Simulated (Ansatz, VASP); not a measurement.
**Al2Cu, level by level in two programs**

```xyz
3
Lattice="-2.0702 2.0702 2.9070 2.0702 -2.0702 2.9070 2.0702 2.0702 -2.9070" Properties=species:S:1:pos:R:3 pbc="T T T"
Cu    0.0000    0.0000    2.9070
Al    2.0702    0.0000    1.4535
Al    0.0000    2.0702    1.4535
```

The cell comes from a database or a generator and needn't be the stable form of this composition.

Single points on this cell with VASP 6.6.1 and Ansatz 0.2.0. Each row is one pair of runs. Alike in all rows: spin: off; k mesh: 9 × 9 × 9; smearing: fermi-dirac, width 0.05 eV.

```csv
level,"VASP's potentials, cutoff","Ansatz's potentials, cutoff","gap on the k mesh at the Fermi level (eV), VASP","gap on the k mesh at the Fermi level (eV), Ansatz","pressure (GPa), VASP","pressure (GPa), Ansatz","largest component of the traceless stress (GPa), VASP","largest component of the traceless stress (GPa), Ansatz"
r2SCAN,"VASP PAW PBE potentials, release 64 (Cu, Al), 520 eV","Ansatz PAW, 500 eV",none,none,-5.3,-5.2,0.10,0.11
PBE,"VASP PAW PBE potentials, release 64 (Cu, Al), 520 eV","Ansatz PAW, 420 eV",none,none,-2.5,-2.6,0.09,0.10
LDA,"VASP PAW LDA potentials, release 64 (Cu, Al), 520 eV","Ansatz PAW, 420 eV",none,none,-7.7,-8.1,0.10,0.11
```

Pressure (GPa): the two programs differ by at most 0.4; largest component of the traceless stress (GPa): the two programs differ by at most 0.011.

A gap of «none» marks a metal or a gap that the smearing closes.

Caveats: the PAW data sets were made with another functional, which shifts forces and pressure a little (VASP); the PAW data sets come from PBE, with cores solved anew for the run's functional, which leaves a small shift of forces and pressure (Ansatz).
